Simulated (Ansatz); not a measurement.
# Te2Pb: the cost of one run

Method: DFT r2SCAN, scalar-relativistic, plane waves, PAW, in Ansatz 0.2.0.

2 further runs of the same task are left out: 2 set aside as unsound or not needed. Runs told in other sessions of the task aren't counted.

## (1) Starting point

Symmetry: Pnnm, No. 58, orthorhombic system. Conventional cell: a = 5.334 Å, b = 6.441 Å, c = 4.038 Å, α = 90.00°, β = 90.00°, γ = 90.00°. Te (site symmetry m) has 3 Ru at 2.64 to 2.65 Å and 1 Te at 2.90 Å in its first shell of neighbours. Ru (site symmetry 2/m) is surrounded by 6 Te at 2.64 to 2.65 Å.

Coordinates:

```cif
data_structure
_symmetry_space_group_name_H-M 'Pnnm'
_symmetry_Int_Tables_number 58
_cell_length_a 5.3345
_cell_length_b 6.4415
_cell_length_c 4.0382
_cell_angle_alpha 90.000
_cell_angle_beta 90.000
_cell_angle_gamma 90.000
_cell_volume 138.76
loop_
_atom_site_label
_atom_site_type_symbol
_atom_site_symmetry_multiplicity
_atom_site_Wyckoff_symbol
_atom_site_fract_x
_atom_site_fract_y
_atom_site_fract_z
_atom_site_occupancy
Te1 Te 4 g 0.21963 0.36712 0.00000 1
Ru1 Ru 2 a 0.00000 0.00000 0.00000 1
```

It is the result of an earlier relaxation at this level (volume 23.13 Å³/atom; gap on the mesh: 0.53 eV).

## (2) Swap Ru → Pb

The start of Te2Pb: fractional positions of relaxed Te2Ru, cell scaled by 1.000, a guess from tabulated radii.

## (3) A first look at the start (Te2Pb)

The input, input.yaml:

```yaml
crystal:
  lattice:
    - [5.3344735669, 0.0, 0.0]
    - [0.0, 6.4414738466, 0.0]
    - [0.0, 0.0, 4.0382463231]
  atoms:
    - { symbol: Te, position: [0.2196273562, 0.3671153742, 0.0] }
    - { symbol: Te, position: [0.7803726438, 0.6328846258, 0.0] }
    - { symbol: Te, position: [0.7196273562, 0.1328846258, 0.5] }
    - { symbol: Te, position: [0.2803726438, 0.8671153742, 0.5] }
    - { symbol: Pb, position: [0.0, 0.0, 0.0] }
    - { symbol: Pb, position: [0.5, 0.5, 0.5] }
basis:
  ecutwfc: 500
kpoints:
  mp_grid: { grid: [4, 4, 4] }
hamiltonian:
  xc: r2scan
scf:
  occupations: { method: gaussian, width: 0.1 }
output:
  forces: true
  stress: true
  eigenvalues: true
```

The run is started by

```console
> ansatz run input.yaml --threads 1 --pin off --max-ram 2560MiB --backend cpu --events-out ev --progress --plain --runs-dir out
```

What time and memory should one allow on 1 thread of Arm Neoverse V1, shared host?

About 33 s, with a peak of 0.73 GiB.
